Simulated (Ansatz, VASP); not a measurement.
# BaO: VASP beside Ansatz

INCAR

```
SYSTEM = BaO
PREC = Accurate ; ENCUT = 520
EDIFF = 1E-7 ; ISMEAR = -1
SIGMA = 0.05 ; LREAL = .False.
LASPH = .True. ; NELM = 80
ALGO = Normal ; ISIF = 2
LWAVE = .False. ; LCHARG = .False.
GGA = PE ; NBANDS = 15
```

The input KPOINTS:

```
Automatic mesh
0
Gamma
  8 8 8
  0 0 0
```

File POSCAR:

```
BaO
1.0
    0.0000000000      2.7128332818      2.7128332818
    2.7128332818      0.0000000000      2.7128332818
    2.7128332818      2.7128332818      0.0000000000
Ba O
1 1
Direct
    0.0000000000      0.0000000000      0.0000000000
    0.5000000000      0.5000000000      0.5000000000
```

The input input.yaml:

```yaml
crystal:
  lattice:
    - [0.0, 2.7128332818, 2.7128332818]
    - [2.7128332818, 0.0, 2.7128332818]
    - [2.7128332818, 2.7128332818, 0.0]
  atoms:
    - { symbol: Ba, position: [0.0, 0.0, 0.0] }
    - { symbol: O, position: [0.5, 0.5, 0.5] }
hamiltonian:
  xc: pbe
  pseudopotentials: { kind: paw }
kpoints:
  mp_grid: { grid: [8, 8, 8] }
scf:
  occupations: { method: fermi_dirac, width: 0.05 }
output:
  forces: true
  stress: true
  eigenvalues: true
```

Change from the starting cell: volume scaled by 0.96.

Alike in both runs: task single point; functional PBE; k mesh 8 × 8 × 8; occupations fermi-dirac, width 0.05 eV; no spin polarisation.

|  | VASP | Ansatz |
| --- | --- | --- |
| version | VASP 6.6.1 | Ansatz 0.2.0 |
| potentials or method | VASP PAW PBE potentials, release 64 (Ba_sv, O) | Ansatz PAW |
| plane-wave cutoff (eV) | 520 | 420 |
| valence electrons in the cell | 16 | 16 |

```csv
,VASP,Ansatz,Ansatz less VASP
gap on the k mesh at the Fermi level (eV),1.74,1.81,+0.076
least direct gap on the mesh (eV),1.74,1.81,+0.076
pressure (GPa),8.9,6.7,-2.19
```

The functional is the same, so the differences come from potentials, cutoffs and numerics.

Caveats: spin-orbit coupling is left out, which moves the levels of the heavy elements. A k mesh can miss the band edges.
